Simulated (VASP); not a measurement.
A run of VASP 6.6.1:

INCAR

```
  PREC = Accurate
  ENCUT = 520
  EDIFF = 1E-6
  ISMEAR = 0
  SIGMA = 0.1
  LREAL = F
  LASPH = T
  NELM = 60
  ALGO = Normal
  ISIF = 2
  LWAVE = F
  LCHARG = T
  GGA = PS
  LELF = T
  LVHAR = T
  NBANDS = 11
```

Contents of KPOINTS:

```
regular mesh
0
Gamma
  6 6 6
```

The input POSCAR:

```
MgS
1.0
    0.0000000000      2.8331200468      2.8331200468
    2.8331200468      0.0000000000      2.8331200468
    2.8331200468      2.8331200468      0.0000000000
Mg S
1 1
Direct
    0.0000000000      0.0000000000      0.0000000000
    0.7500000000      0.7500000000      0.7500000000
```

Potentials or basis: VASP PAW PBE potentials, release 64 (Mg, S).

The run is started by

```bash
$ cat potpaw_PBE.64/Mg/POTCAR potpaw_PBE.64/S/POTCAR > POTCAR
$ mpirun -np 1 vasp_std > vasp.out
```

Hardware: 1 thread of Intel(R) Xeon(R) Platinum 8488C (Sapphire Rapids), with other jobs on the host.

Question: Estimate the wall time of this run.

Answer: Wall time 10 s on 1 thread of Intel(R) Xeon(R) Platinum 8488C (Sapphire Rapids), on a shared host, peak memory 0.16 GiB. Counts: scf iterations 12, k points 16.
